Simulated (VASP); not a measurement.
# GaP (F-43m) in VASP: G0W0 quasiparticle levels with PBEsol

Aim: the G0W0 quasiparticle levels of GaP with PBEsol.

Program: VASP 6.6.1. These are calculated values, not measurements. Logs are shortened: lines on timing, memory, paths and dates and some standing lists are left out, and cuts for length are marked.

## Step 1: The crystal as given

It takes space group F-43m (No. 216, cubic). Conventional cell: a = 5.451 Å, b = 5.451 Å, c = 5.451 Å, α = 90.00°, β = 90.00°, γ = 90.00°. Ga (site symmetry -43m) has 4 P at 2.36 Å as nearest neighbours. P (site symmetry -43m) is surrounded by 4 Ga at 2.36 Å.

## Step 2: G0W0 quasiparticle levels, PBEsol

File POSCAR:

```
GaP
1.0
    0.0000000000      2.7252500000      2.7252500000
    2.7252500000      0.0000000000      2.7252500000
    2.7252500000      2.7252500000      0.0000000000
Ga P
1 1
Direct
    0.0000000000      0.0000000000      0.0000000000
    0.2500000000      0.2500000000      0.2500000000
```

File INCAR.step1:

```
PREC     = Accurate       # precision mode
ENCUT    = 450            # plane-wave cutoff, eV
EDIFF    = 1E-8           # SCF threshold, eV
ISMEAR   = 0              # smearing method
SIGMA    = 0.01           # smearing width, eV
LREAL    = False          # projectors in reciprocal space
LASPH    = True           # aspherical terms in the spheres
NELM     = 100            # most SCF steps
ALGO     = Fast           # electronic algorithm
LWAVE    = True           # write WAVECAR
LCHARG   = False          # write CHGCAR
GGA      = PS             # functional
KPAR     = 8
```

File INCAR.step2:

```
PREC     = Accurate       # precision mode
ENCUT    = 450            # plane-wave cutoff, eV
EDIFF    = 1E-8           # SCF threshold, eV
ISMEAR   = 0              # smearing method
SIGMA    = 0.01           # smearing width, eV
LREAL    = False          # projectors in reciprocal space
LASPH    = True           # aspherical terms in the spheres
NELM     = 1              # most SCF steps
ALGO     = Exact          # electronic algorithm
LWAVE    = True           # write WAVECAR
LCHARG   = False          # write CHGCAR
GGA      = PS             # functional
NBANDS   = 53             # bands
LOPTICS  = True           # frequency-dependent dielectric function
ISTART   = 1            
KPAR     = 8
```

File INCAR.step3:

```
PREC     = Accurate       # precision mode
ENCUT    = 450            # plane-wave cutoff, eV
EDIFF    = 1E-8           # SCF threshold, eV
ISMEAR   = 0              # smearing method
SIGMA    = 0.01           # smearing width, eV
LREAL    = False          # projectors in reciprocal space
LASPH    = True           # aspherical terms in the spheres
ALGO     = EVGW0          # electronic algorithm
LWAVE    = False          # write WAVECAR
LCHARG   = False          # write CHGCAR
GGA      = PS             # functional
NELMGW   = 1            
NBANDS   = 53             # bands
ENCUTGW  = 80             # cutoff of the response function
NOMEGA   = 50             # frequency points
PRECFOCK = Fast         
ISTART   = 1            
NBANDSGW = 17           
KPAR     = 8
```

File KPOINTS:

```
regular mesh
0
Gamma
  4 4 4
```

Potentials or basis: VASP PAW PBE potentials, release 64 (Ga_d_GW, P_GW).

Started as:

```
$ cat potpaw_PBE.64/Ga_d_GW/POTCAR potpaw_PBE.64/P_GW/POTCAR > POTCAR
$ cp INCAR.step1 INCAR
$ mpirun -np 8 vasp_std > vasp.out
$ cp INCAR.step2 INCAR
$ mpirun -np 8 vasp_std > vasp.out
$ cp INCAR.step3 INCAR
$ mpirun -np 8 vasp_std > vasp.out
```

OUTCAR:

```text
PREC = Accurate
   ENCUT = 450
   EDIFF = 1E-8
   ISMEAR = 0
   LREAL = False
   LASPH = True
   GGA = PS
   NELMGW = 1
   ENCUTGW = 80
   PRECFOCK = Fast
   ISTART = 1

 ion  position               nearest neighbor table
   1  0.000  0.000  0.000-   2 2.36   2 2.36   2 2.36   2 2.36
   2  0.250  0.250  0.250-   1 2.36   1 2.36   1 2.36   1 2.36

  LATTYP: Found a face centered cubic cell.
 ALAT       =     5.4505000000

  Lattice vectors:

 A1 = (   0.0000000000,   2.7252500000,   2.7252500000)
 A2 = (   2.7252500000,   0.0000000000,   2.7252500000)
 A3 = (   2.7252500000,   2.7252500000,   0.0000000000)

Analysis of symmetry for initial positions (statically):
=====================================================================
 Subroutine PRICEL returns:
 Original cell was already a primitive cell.

 Routine SETGRP: Setting up the symmetry group for a
 face centered cubic supercell.

 Subroutine GETGRP returns: Found 24 space group operations
 (whereof 24 operations were pure point group operations)
 out of a pool of 48 trial point group operations.

The static configuration has the point symmetry T_d .

Analysis of symmetry for dynamics (positions and initial velocities):
=====================================================================
 Subroutine PRICEL returns:
 Original cell was already a primitive cell.

 Routine SETGRP: Setting up the symmetry group for a
 face centered cubic supercell.

 Subroutine GETGRP returns: Found 24 space group operations
 (whereof 24 operations were pure point group operations)
 out of a pool of 48 trial point group operations.

The dynamic configuration has the point symmetry T_d .

 Subroutine INISYM returns: Found 24 space group operations
 (whereof 24 operations are pure point group operations),
 and found     1 'primitive' translations

----------------------------------------------------------------------------------------

                                     Primitive cell

  volume of cell :      40.4808

  direct lattice vectors                    reciprocal lattice vectors
     0.000000000  2.725250000  2.725250000    -0.183469406  0.183469406  0.183469406
     2.725250000  0.000000000  2.725250000     0.183469406 -0.183469406  0.183469406
     2.725250000  2.725250000  0.000000000     0.183469406  0.183469406 -0.183469406

  length of vectors
     3.854085511  3.854085511  3.854085511     0.317778334  0.317778334  0.317778334

  position of ions in fractional coordinates (direct lattice)
     0.000000000  0.000000000  0.000000000
     0.250000000  0.250000000  0.250000000

  ion indices of the primitive-cell ions
   primitive index   ion index
                 1           1
                 2           2

----------------------------------------------------------------------------------------

 KPOINTS: regular mesh

Automatic generation of k-mesh.
 Grid dimensions read from file:
 generate k-points for:    4    4    4

 Generating k-lattice:

  Cartesian coordinates                     Fractional coordinates (reciprocal lattice)
    -0.045867352  0.045867352  0.045867352     0.250000000  0.000000000  0.000000000
     0.045867352 -0.045867352  0.045867352     0.000000000  0.250000000  0.000000000
     0.045867352  0.045867352 -0.045867352     0.000000000  0.000000000  0.250000000

  Length of vectors
     0.079444583  0.079444583  0.079444583

  Shift w.r.t. Gamma in fractional coordinates (k-lattice)
     0.000000000  0.000000000  0.000000000

 Subroutine IBZKPT returns following result:
 ===========================================

 Found      8 irreducible k-points:

 Following reciprocal coordinates:
            Coordinates               Weight
  0.000000  0.000000  0.000000      1.000000
  0.250000  0.000000  0.000000      8.000000
  0.500000  0.000000  0.000000      4.000000
  0.250000  0.250000  0.000000      6.000000
  0.500000  0.250000  0.000000     24.000000
 -0.250000  0.250000  0.000000     12.000000
  0.500000  0.500000  0.000000      3.000000
 -0.250000  0.500000  0.250000      6.000000
   k-points           NKPTS =      8   k-points in BZ     NKDIM =     64   number of bands    NBANDS=     53
   number of dos      NEDOS =    301   number of ions     NIONS =      2
   total plane-waves  NPLWV =  21952
   dimension x,y,z NGX =    28 NGY =   28 NGZ =   28
   dimension x,y,z NGXF=    56 NGYF=   56 NGZF=   56
   ions per type =               1   1
   NGX,Y,Z   is equivalent  to a cutoff of  12.08, 12.08, 12.08 a.u.
   NGXF,Y,Z  is equivalent  to a cutoff of  24.16, 24.16, 24.16 a.u.
 SYSTEM =  unknown system
   PREC   = accura    normal or accurate (medium, high low for compatibility)
   ISTART =      1    job   : 0-new  1-cont  2-samecut
   ICHARG =      0    charge: 1-file 2-atom 10-const
   ISPIN  =      1    spin polarized calculation?
   LNONCOLLINEAR =      F non collinear calculations
   LSORBIT =      F    spin-orbit coupling
   LASPH  =      T    aspherical Exc in radial PAW
   ENCUT  =  450.0 eV  33.07 Ry    5.75 a.u.   6.67  6.67  6.67*2*pi/ulx,y,z
   NELM   =     60;   NELMIN=  2; NELMDL=  0     # of ELM steps
   EDIFF  = 0.1E-07   stopping-criterion for ELM
   LREAL  =      F    real-space projection
   EDIFFG = 0.1E-06   stopping-criterion for IOM
   NSW    =      0    number of steps for IOM
   IBRION =     -1    ionic relax: 0-MD 1-quasi-New 2-CG
   NFREE  =      0    steps in history (QN), initial steepest desc. (CG)
   ISIF   =      0    stress and relaxation
   ISYM   =      3    0-nonsym 1-usesym 2-fastsym
   POTIM  = 0.5000    time-step for ionic-motion
   TEBEG  =    0.0;   TEEND  =   0.0 temperature during run
   PSTRESS=    0.0 pullay stress
   NELECT =      18.0000    total number of electrons
   NUPDOWN=      -1.0000    fix difference up-down
   EMIN   =  10.00;   EMAX   =-10.00  energy-range for DOS
   EFERMI =   0.00;   METHOD = LEGACY
   ISMEAR =     0;   SIGMA  =   0.01  broadening in eV -4-tet -1-fermi 0-gaus
   EFERMI_NEDOS =   21; number of points for ismear=-14 and -15
   IALGO  =     38    algorithm
   IMIX   =      4    mixing-type and parameters
     AMIX     =   0.40;   BMIX     =  1.00
     AMIX_MAG =   1.60;   BMIX_MAG =  1.00
  volume/ion in A,a.u.               =      20.24       136.59
  Fermi-wavevector in a.u.,A,eV,Ry     =   1.249538  2.361284 21.243377  1.561344
  Thomas-Fermi vector in A             =   2.383574
   LORBIT       =      0    0 simple, 1 ext, 2 COOP (PROOUT), +10 PAW based schemes
   GGA     = PS    functional components
   LHFCALC =     T    Hartree Fock is set to
   PRECFOCK=fast      Normal, Fast or Accurate (Low or Medium for compatibility)
   ENCUT4O =  -1.0   cutoff for four orbital integrals eV
   NKREDX  =     1    reduce k-point grid by
   NKREDY  =     1    reduce k-point grid by
   NKREDZ  =     1    reduce k-point grid by
   AEXX    =    1.0000 exact exchange contribution
   HFSCREEN=    0.0000 screening length (either q_TF or 0.3 A-1)
   HFSCREENC=   0.0000 screening length for correlation (either q_TF or 0.3 A-1)
   ENCUTFOCK=  -1.0 apply spherical cutoff to Coloumb kernel
   IVDW    =     0    specifies the selected vdW correction
   LEPSILON=     F    determine dielectric tensor
   LRPA    =     F    only Hartree local field effects (RPA)
   LRPAFORCE           =     F    calculate RPA forces
   ENCUTGW             =  80.0    cutoff for response function in eV
   ENCUTGWSOFT         =  64.0    soft cutoff for Coulomb kernel in GW response function in eV
   ENCUTLF             =  -1.0    cutoff for local field effects
   NELMGW              =     1    number of iterations in solving QP/BSE equation
   NELMHF              =     1    number of iterations in the inner HF iteration
   NKREDLFX            =     1    NKREDLFY  =   1   NKREDLFZ  =   1
 non-spin polarized calculation
 Gauss-broadening in eV      SIGMA  =   0.01
  energy-cutoff  :      450.00
  volume of cell :       40.48
 maximum number of plane-waves:       893
 NGX is ok and might be reduce to    28
  NGX = 16; NGY = 16; NGZ = 16
   NGX = 13   NGY = 13   NGZ = 13
 maximum number of plane-waves:        70
 NGX is ok and might be reduce to    14

 QP shifts <psi_nk| G(iteration)W_0 |psi_nk>: iteration 1
 for sc-GW calculations column KS-energies equals QP-energies in previous step
 and V_xc(KS)=  KS-energies - (<T + V_ion + V_H > + <T+V_H+V_ion>^1  + <V_x>^1)

 k-point   1 :       0.0000    0.0000    0.0000
  band No.  KS-energies  QP-energies   sigma(KS)   V_xc(KS)     V^pw_x(r,r')   Z            occupation Imag(sigma)

      1     -10.2713     -13.2964     -26.0472     -21.6476     -34.9736       0.6876       2.0000       0.2353
      2     -10.2713     -13.2964     -26.0472     -21.6476     -34.9736       0.6876       2.0000       0.2353
      3     -10.2713     -13.2964     -26.0472     -21.6476     -34.9736       0.6876       2.0000       0.2353
      4     -10.1724     -13.2371     -26.2159     -21.7705     -35.1105       0.6894       2.0000       0.2000
      5     -10.1724     -13.2371     -26.2159     -21.7705     -35.1105       0.6894       2.0000       0.2000
      6      -8.2131      -8.4390     -11.7504     -11.4008     -18.6305       0.6464       2.0000       1.0599
[... 9 lines left out ...]
     16      13.9876      14.5525     -10.1548     -10.9104      -5.0004       0.7476       0.0000      -0.2683
     17      16.5678      16.8140      -8.1438      -8.4679      -2.4465       0.7595       0.0000      -0.4936

 k-point   2 :       0.2500    0.0000    0.0000
  band No.  KS-energies  QP-energies   sigma(KS)   V_xc(KS)     V^pw_x(r,r')   Z            occupation Imag(sigma)

      1     -10.3145     -13.2644     -25.7269     -21.4248     -34.6422       0.6857       2.0000       0.2566
      2     -10.2567     -13.2899     -26.0813     -21.6748     -35.0077       0.6884       2.0000       0.2337
      3     -10.2567     -13.2899     -26.0813     -21.6748     -35.0077       0.6884       2.0000       0.2337
      4     -10.1712     -13.2440     -26.2173     -21.7724     -35.1148       0.6913       2.0000       0.1998
      5     -10.1712     -13.2440     -26.2173     -21.7724     -35.1148       0.6913       2.0000       0.1998
      6      -7.4316      -7.7122     -12.1796     -11.7629     -18.8236       0.6734       2.0000       0.9889
[... 9 lines left out ...]
     16      14.0065      14.2669      -7.8767      -8.2198      -2.4949       0.7592       0.0000      -0.3400
     17      17.2049      17.6663      -8.7780      -9.3933      -2.9754       0.7498       0.0000      -0.5602

 k-point   3 :       0.5000    0.0000    0.0000
  band No.  KS-energies  QP-energies   sigma(KS)   V_xc(KS)     V^pw_x(r,r')   Z            occupation Imag(sigma)
[... 85 lines left out ...]
      1     -10.3874     -13.2697     -25.5015     -21.2723     -34.4223       0.6815       2.0000       0.2730
      2     -10.2089     -13.2352     -26.0784     -21.6650     -34.9657       0.6857       2.0000       0.2068
      3     -10.2061     -13.2874     -26.2129     -21.7790     -35.1452       0.6949       2.0000       0.2289
      4     -10.2061     -13.2874     -26.2129     -21.7790     -35.1452       0.6949       2.0000       0.2289
      5     -10.1507     -13.2454     -26.2585     -21.8112     -35.1668       0.6959       2.0000       0.1973
      6      -5.2021      -5.4854     -13.0621     -12.6512     -19.0736       0.6895       2.0000       0.7197
[... 9 lines left out ...]
     16      17.1328      17.7158     -10.4029     -11.1696      -4.6270       0.7604       0.0000      -0.5763
     17      17.1328      17.7158     -10.4029     -11.1696      -4.6270       0.7604       0.0000      -0.5763

 k-point   8 :      -0.2500    0.5000    0.2500
  band No.  KS-energies  QP-energies   sigma(KS)   V_xc(KS)     V^pw_x(r,r')   Z            occupation Imag(sigma)

      1     -10.3678     -13.2462     -25.5144     -21.2895     -34.4409       0.6813       2.0000       0.2743
      2     -10.2332     -13.2923     -26.1487     -21.7228     -35.0718       0.6912       2.0000       0.2280
      3     -10.2118     -13.2709     -26.1627     -21.7405     -35.0893       0.6918       2.0000       0.2263
      4     -10.1879     -13.2419     -26.1810     -21.7441     -35.0785       0.6883       2.0000       0.2041
      5     -10.1637     -13.2378     -26.2222     -21.7805     -35.1251       0.6921       2.0000       0.1984
      6      -5.1055      -5.4084     -13.2618     -12.8279     -19.2734       0.6979       2.0000       0.7060
[... 9 lines left out ...]
     16      17.9197      18.6756     -10.2511     -11.2693      -4.0336       0.7423       0.0000      -0.6661
     17      18.0319      18.5131      -9.7282     -10.3692      -3.7079       0.7507       0.0000      -0.6678
```

It took 15 s on 8 MPI ranks of Intel Xeon Platinum 8488C (Sapphire Rapids), shared host; peak memory 0.27 GiB.

What came out:

- Band gap on the k mesh, mean-field level: 1.48 eV, indirect (least direct gap 1.74 eV)
- Quasiparticle gap: 1.94 eV
- Least direct quasiparticle gap: 2.72 eV

Caveat: the k mesh is coarse (spacing up to 0.50 Å⁻¹), so the values aren't converged; bands, screening cutoff and mesh are small and nothing is extrapolated, so the quasiparticle values aren't converged.
